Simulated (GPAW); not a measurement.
Crystal: SiC.

```
Si C
1.0
     3.07569    0.00000    0.00000
    -1.53785    2.66363    0.00000
     0.00000    0.00000   10.07065
Si C
4 4
Direct
  0.00000 0.00000 0.18789
  0.00000 0.00000 0.68789
  0.33333 0.66667 0.43784
  0.66667 0.33333 0.93784
  0.00000 0.00000 0.00046
  0.00000 0.00000 0.50046
  0.33333 0.66667 0.24980
  0.66667 0.33333 0.74980
```

The cell is a database's computed one.

```yaml
Program: GPAW 26.7.0
Task: relaxation of cell and atoms
Functional: OLYP
Dispersion: D3(BJ)
Potentials_or_basis: PAW data sets generated in the run's folder for this functional
Cutoff: 800 eV
Basis: pw
k_mesh: 6 × 6 × 2
Occupations: fermi-dirac, width 0.05 eV
Spin: no spin polarisation
```

At the start: pressure -11.6 GPa; volume 10.31 Å³/atom.

Q: How do energy, volume and symmetry change on relaxing?

A: Over 19 steps the energy falls by 19.2 meV/atom and the volume is 9.78 Å³/atom (-5.2 %); space group P6_3mc (No. 186, to 0.05 Å).

The path:
```csv
step,energy change (eV),largest force (eV/Å),pressure (GPa),volume (Å³)
1,0.0000,0.0051,-11.64,82.50
2,-0.0161,0.0039,-11.08,82.27
3,-0.0451,0.0018,-9.97,81.82
4,-0.0807,0.0028,-8.32,81.18
5,-0.1155,0.0032,-6.19,80.39
6,-0.1419,0.0022,-3.64,79.48
7,-0.1539,0.0004,-0.76,78.53
8,-0.1480,0.0006,2.30,77.56
9,-0.1481,0.0005,2.26,77.57
10,-0.1484,0.0005,2.20,77.59
11,-0.1489,0.0005,2.10,77.62
12,-0.1494,0.0006,1.97,77.66
13,-0.1501,0.0007,1.82,77.71
14,-0.1508,0.0007,1.64,77.77
15,-0.1515,0.0007,1.43,77.83
16,-0.1522,0.0008,1.18,77.91
17,-0.1529,0.0006,0.89,78.00
18,-0.1535,0.0003,0.54,78.11
19,-0.1539,0.0004,0.14,78.23
```

Final structure:
```xyz
8
Lattice="3.0225 0.0000 0.0000 -1.5112 2.6175 0.0000 0.0000 0.0000 9.8887" Properties=species:S:1:pos:R:3 pbc="T T T"
Si    0.0000    0.0000    1.8585
Si    0.0000    0.0000    6.8028
Si    0.0000    1.7450    4.3293
Si    1.5112    0.8725    9.2737
C     0.0000    0.0000    0.0044
C     0.0000    0.0000    4.9487
C     0.0000    1.7450    2.4702
C     1.5112    0.8725    7.4145
```

Caveat: the k mesh is coarse; later steps reuse the first step's grids.
